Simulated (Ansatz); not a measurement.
**MgO: how the settings move a single-point run**

Question: which choices in the input matter for MgO?

The COD cell was measured well above room temperature, so it is larger than a cold one.

Program: Ansatz 0.2.0. Level of theory: reference: DFT, PBE, all-electron LAPW, scalar-relativistic. These are calculated values, not measurements.

## 1. The system as given

Symmetry: Fm-3m, No. 225, cubic system. The conventional cell has a = 4.270 Å, b = 4.270 Å, c = 4.270 Å, α = 90.00°, β = 90.00°, γ = 90.00°. Around Mg (site symmetry m-3m) lie 6 O at 2.14 Å. O (site symmetry m-3m) is surrounded by 6 Mg at 2.14 Å.

As a file:

```xyz
2
Lattice="0.0000 2.1351 2.1351 2.1351 0.0000 2.1351 2.1351 2.1351 0.0000" Properties=species:S:1:pos:R:3 pbc="T T T"
Mg    0.0000    0.0000    0.0000
O     2.1351    2.1351    2.1351
```

## 2. Baseline

input.yaml

```yaml
crystal:
  lattice:
    - [0.0, 2.13515, 2.13515]
    - [2.13515, 0.0, 2.13515]
    - [2.13515, 2.13515, 0.0]
  atoms:
    - { symbol: Mg, position: [0.0, 0.0, 0.0] }
    - { symbol: O, position: [0.5, 0.5, 0.5] }
kpoints:
  mp_grid: { grid: [15, 15, 15] }
scf:
  occupations: { method: fermi_dirac, width: 0.01 }
hamiltonian:
  xc: pbe
  pseudopotentials: { kind: all_electron, lapw: { basis_error: 0.001 } }
output:
  forces: true
  stress: true
  eigenvalues: true
```

The run is started by

```console
ansatz run input.yaml --threads 1 --pin off --max-ram 2048MiB --backend cpu --events-out ev --progress --plain --runs-dir out
```

## 3. Variant: xc_grid 1

Edit input.yaml of step 2 so:

```diff
@@ -19 +19,3 @@
   eigenvalues: true
+basis:
+  xc_grid: 1
```

Before running it: what results should come out? Wanted: for each run, ending; energy change; pressure; gap; force.

As calculated:

```
         run     ending  energy change  pressure (GPa)  gap (eV)  force (eV/Å)  cycles  time
   reference  converged              0            -1.6      4.35          0.00       7  12 s
1: xc_grid 1  converged   0.0 meV/atom            -1.6      4.35          0.00       7  12 s
```

Residual by cycle in the longest SCF loop of each run; runs are numbered as in the table. The quantity is the density residual dr2, in eV.

```
cycle  reference   run 1
    1       2.28    2.28
    2     0.0448  0.0448
    3      0.056   0.056
    4     3.6e-5  3.6e-5
    5     3.2e-6  3.2e-6
    6     1.6e-7  1.6e-7
    7     4.4e-9  4.4e-9
```

**Reading.** Changing the numerical grids leaves the energy as it was (0.0 meV/atom).

These are semilocal Kohn-Sham gaps, which aren't the measured quantity. Such gaps usually fall short of the measured ones.
